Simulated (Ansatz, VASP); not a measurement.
**One calculation of CO2, two programs**

```
CELL_PARAMETERS angstrom
4.73600 0.00000 0.00000
0.00000 4.73600 0.00000
0.00000 0.00000 5.04658
ATOMIC_POSITIONS crystal
C 0.50000 0.50000 0.50000
C 0.00000 0.00000 0.00000
O 0.32533 0.67467 0.50000
O 0.67467 0.32533 0.50000
O 0.17467 0.17467 0.00000
O 0.82533 0.82533 0.00000
```

Alike in both runs: functional PBE; k mesh 6 × 6 × 6; occupations gaussian, width 0.02 eV; no spin polarisation.

Ansatz relaxed the structure, and its values are those at the end. VASP's run is a single point on that final structure, the one shown.

|  | VASP | Ansatz |
| --- | --- | --- |
| version | VASP 6.6.1 | Ansatz 0.2.0 |
| potentials or method | VASP PAW PBE potentials, release 64 (C, O) | scalar-relativistic, plane waves, PAW |
| plane-wave cutoff (eV) | 520 | 420 |
| valence electrons in the cell | 32 | 32 |

|  | VASP | Ansatz | Ansatz less VASP |
| --- | --- | --- | --- |
| gap on the k mesh at the Fermi level (eV) | 6.50 | 6.52 | +0.013 |
| least direct gap on the mesh (eV) | 6.70 | 6.71 | +0.014 |
| pressure (GPa) | 1.2 | 0.0 | -1.17 |
| rms of the force components (eV/Å) | 0.297 | 0.000 | -0.2967 |

One of these differences is far larger than is usual between the two programs; its cause wasn't traced.

Caveats: the standard files for N, O and F lose accuracy on very short bonds. Expect the measured gap to be larger: semilocal functionals such as PBE lack the derivative discontinuity. A k mesh can miss the band edges.
